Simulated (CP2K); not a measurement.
Crystal: In.

```
In
1.0
     3.33548    0.00000    0.00000
    -1.66774    2.88861    0.00000
     0.00000    0.00000    5.50914
In
2
Direct
  0.66667 0.33333 0.75000
  0.33333 0.66667 0.25000
```

This isn't the form of In at room conditions, which is tetragonal.

Program: CP2K 2026.2. Alike in all runs: task single point; potentials or basis POTENTIAL_UZH In GTH-PBE-q13; TZVP-MOLOPT-PBE-GTH basis; no spin polarisation; cell as given; k mesh 9 × 9 × 5; smearing fermi-dirac 0.05 eV.

Problem. Order these runs on this cell by their pressure, lowest first.
A. level WC
B. level rev-vdW-DF2; cutoff of the non-local correlation (Ry) 300
C. level RPBE

Solution. A (-0.8 GPa), B (1.3 GPa), C (3.2 GPa).

Caveats: the potentials were made for another functional, which shifts forces and pressure; the basis of atomic orbitals isn't converged, which shifts pressures, moduli and gaps.

Runs at the PBE level aren't shown here.
